Basis sets compared for rock-salt MgS (two-atom cell) in GPAW 26.7.0, using PBE without spin polarisation, PAW data sets (gpaw-data 1.2.1), a 9×9×9 k mesh, Fermi-Dirac smearing of 0.05 eV and a plane-wave cutoff of 800 eV. Energies are extrapolated to zero smearing and counted from the plane-wave row (pw); gaps are those found on the k mesh.

```
  sweep value  energy less tightest (meV/atom)  gap (eV)  largest force (eV/Å)
 lcao:sz(dzp)                            502.0     3.345                 0.000
lcao:szp(dzp)                            425.8     2.755                 0.000
 lcao:dz(dzp)                            288.8     3.425                 0.000
     lcao:dzp                            204.3     2.914                 0.000
           fd                             11.0     2.922                 0.000
           pw                              0.0     2.923                 0.000
```

A good gap from an unfinished basis

The table describes one crystal of MgS with six representations of its wave functions. The first four are sets of atomic orbitals: sz has one radial function per valence orbital, dz has two, and the letter p adds polarisation functions, whose angular momentum the smaller set lacks. The row fd uses a real-space grid. The row pw uses plane waves and is the reference for every error quoted here.

Judged by its gap, dzp looks finished: it lies 9 meV below the plane-wave value and would pass a 10 meV test. Its total energy is still 204 meV/atom too high. Of the energy error of sz, 41% is left at dzp, but of the gap error only 2%. The failure lies in reading the good gap as a sign of a good basis.

The grid helps to place the blame. It shares no basis functions with the plane waves, yet its energy lies only 11 meV/atom above theirs. The much larger energy error of dzp therefore belongs to the atomic orbitals.

Two quantities that improve in different ways

If a basis had a single quality, a better energy would bring a better gap. The rows szp and dz contradict this. The energy of dz is the better one by 137 meV/atom (425.8 − 288.8), but its gap is 502 meV too large, whereas that of szp is 168 meV too small. Energy and gap must respond to different defects of the basis.

The two kinds of added function show which. A second radial function lowers the energy by more than 210 meV/atom, with or without polarisation, and polarisation lowers it by less than 90. For the gap the order is reversed. Polarisation closes it by 511 to 590 meV, while the second radial function opens it by no more than 159 meV.

Why the filled states want radial freedom

The filled valence band of MgS is built mainly from sulfur 3p orbitals. In the crystal, sulfur has taken up charge from magnesium, and its electron cloud is expected to differ in width from that of the free atom. A single radial function of atomic origin has a fixed shape and can't follow; a second one lets the cloud adjust. Angular freedom matters less here, because six magnesium neighbours surround each sulfur evenly and leave its filled shell nearly round.

The lowest empty states are different. They spread over both kinds of atom and have shapes that the minimal set, chosen for the filled shells, describes badly. Polarisation functions, such as d functions on sulfur, supply these shapes and let the empty levels drop. This assignment rests on the usual bonding picture of an ionic crystal; the sizes and signs of the changes agree with it.

Why the gap can be right by cancellation

In a fixed potential, adding functions to a basis can lower a level or leave it where it is, but never raise it. A poor basis therefore places filled and empty levels too high. The total energy collects the errors of the filled levels, which all have the same sign. The gap contains a difference:

gap error = error of lowest empty level − error of highest filled level

The potential also adjusts to the basis, so this is a guide and not a strict bound. It still offers a reading of the irregular order of the gaps, though the table lists no single levels. In dz the empty level would be the worse described of the two, which makes the gap too large. In szp it would be the filled level, which makes the gap too small. In dzp the two errors must be nearly equal, since the gap is nearly right.

An estimate shows that they need not be small. A formula unit has two atoms and eight outer valence electrons, so the energy error of dzp, shared out evenly among them, is

2 × 204.3 / 8 ≈ 51 meV per electron

As an order of magnitude, the filled levels lie some tens of meV too high. If the empty level were already exact, the gap would be too small by about that much. The actual miss is smaller, which suggests that the empty level is too high by a similar amount. The even sharing is crude: the highest filled level may differ from the average, and part of the error may sit in deeper levels that hardly touch the gap.

Do the two improvements simply add?

The simplest model says that each kind of function brings the same gain whether or not the other is present. The rows sz, szp and dz then predict dzp, which takes no part in the prediction:

value(dzp) = value(szp) + value(dz) − value(sz)

For the energy error this gives

425.8 + 288.8 − 502.0 = 212.6 meV/atom

The computed value is 204.3 meV/atom, so the model is off by only 4% of it. The total energy sums over many filled states, and the two kinds of function seem to repair largely separate defects in them.

For the gap the same rule gives

2.755 + 3.425 − 3.345 = 2.835 eV

The computed gap is 2.914 eV, and the miss of 79 meV is about nine times the error that made dzp look converged. A likely reason is that the two kinds of function partly replace each other in the empty states. Without polarisation, the second radial function also has to help the empty level down, which hides part of its effect on the filled one. The lowest empty level may also lie at a different k point in the sets without polarisation; the table doesn't give its position. The output after this text lists both predictions, that of the gap as an error against plane waves, with the separate gains.

How to recognise the failure

The first sign is the size of the last step. Going from dz to dzp moves the gap by 511 meV, and landing within 9 meV of the target doesn't prove that a quantity which has just moved so far is settled. A converged sequence shows small steps as well as a small final error.

The second sign is disagreement between quantities. A gap within its bound beside an energy far outside it warns of errors that may cancel in one and add up in the other. The column "largest force" can't decide the matter: it is zero in every row because symmetry holds each atom in place, even with the poorest basis.

For practical work, dzp reproduces the plane-wave gap of this crystal on this mesh. Its total energies must not be mixed with plane-wave ones, since the offset of 0.2 eV/atom would pass for chemistry. Energy differences taken wholly within dzp may fare better, but they need a test of their own. Nor is the reference gap of 2.923 eV the true PBE gap: the mesh leaves out the point X, where the conduction band has its minimum, so the value is too high.

The same reasoning can be used before a basis is enlarged. Functions that mainly help filled states lower the energy and open the gap; functions that mainly help empty states close the gap and do less for the energy.

The analysis program printed:

```
Errors against plane waves:
            row  energy error meV/atom  gap error meV
   lcao:sz(dzp)                    502            422
  lcao:szp(dzp)                  425.8           -168
   lcao:dz(dzp)                  288.8            502
       lcao:dzp                  204.3             -9
             fd                     11             -1
             pw                      0              0
Energy change by second radial function, no polarisation (meV/atom): -213.2
Energy change by second radial function, with polarisation (meV/atom): -221.5
Energy change by polarisation, one radial function (meV/atom): -76.2
Energy change by polarisation, two radial functions (meV/atom): -84.5
Gap change by second radial function, no polarisation (meV): 80
Gap change by second radial function, with polarisation (meV): 159
Gap change by polarisation, one radial function (meV): -590
Gap change by polarisation, two radial functions (meV): -511
Additive prediction of dzp energy error (meV/atom): 212.6
Prediction less computed, dzp energy error (meV/atom): 8.3
Additive prediction of dzp gap error (meV): -88
Prediction less computed, dzp gap error (meV): -79
Share of the sz energy error left at dzp (percent): 40.7
Share of the sz gap error left at dzp, by size (percent): 2.133
Rough dzp energy error per valence electron (meV): 51.08
```
